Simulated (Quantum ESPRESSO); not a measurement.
SiO2:

```
Si O
1.0
     4.97559    0.00000    0.00000
     0.00000    4.97559    0.00000
     0.00000    0.00000    6.90089
Si O
4 8
Cartesian
  3.9966 3.9966 3.4504
  3.4668 1.5088 1.7252
  1.5088 3.4668 5.1757
  0.9790 0.9790 0.0000
  3.7902 0.5492 2.9815
  4.4263 1.1854 0.4690
  0.5492 3.7902 3.9194
  1.3024 1.9386 5.6446
  1.1854 4.4263 6.4319
  3.6732 3.0370 2.1942
  1.9386 1.3024 1.2562
  3.0370 3.6732 4.7067
```

The cell comes from a database or a generator and needn't be the stable form of this composition.

- Program: Quantum ESPRESSO 7.5
- Task: single point
- Functional: PBE
- Potentials or basis: SSSP 1.3 efficiency PBE
- Cutoff: 748 eV
- Density cutoff: 5987 eV
- k mesh: 6 × 6 × 4
- Occupations: fermi-dirac, width 0.05 eV
- Spin: no spin polarisation

On this cell: pressure 5.2 GPa; largest force 0.307 eV/Å; band gap on the k mesh 5.73 eV, direct.

The same run follows on a disturbed copy (atoms moved at random, drawn with an rms of 0.05 Å):

```
CELL_PARAMETERS angstrom
4.97559 0.00000 0.00000
0.00000 4.97559 0.00000
0.00000 0.00000 6.90089
ATOMIC_POSITIONS crystal
Si 0.81074 0.80934 0.50114
Si 0.68854 0.30439 0.25056
Si 0.30161 0.69754 0.75048
Si 0.19515 0.19572 0.00358
O 0.76955 0.11002 0.43318
O 0.88210 0.23673 0.06602
O 0.11957 0.76523 0.56514
O 0.26531 0.37424 0.81606
O 0.23573 0.88169 0.93104
O 0.72847 0.61970 0.32505
O 0.39488 0.25800 0.18314
O 0.61946 0.74369 0.67962
```

Q: What changes?

A: The energy moves by +27.8 meV/atom; pressure 4.1 GPa; largest force 3.465 eV/Å; band gap on the k mesh 5.61 eV, direct.

Forces in eV/Å, atoms in the order of the input:
```
Si   0.032 -0.569  0.279
Si   2.933  1.029  1.531
Si   1.859 -1.648 -0.721
Si  -0.436 -0.857 -0.536
O   -0.219  1.927 -0.719
O    0.455  0.114  0.064
O    0.081 -0.084 -0.359
O    0.268  1.723 -0.731
O   -0.381  1.133  1.578
O   -0.236 -1.961 -1.749
O   -2.608 -0.309 -0.446
O   -1.749 -0.498  1.809
```

Stress tensor (GPa, compression positive):
```
 4.81 -0.07  1.53
-0.07  0.95  0.39
 1.53  0.39  6.40
```

A k mesh can miss the band edges.
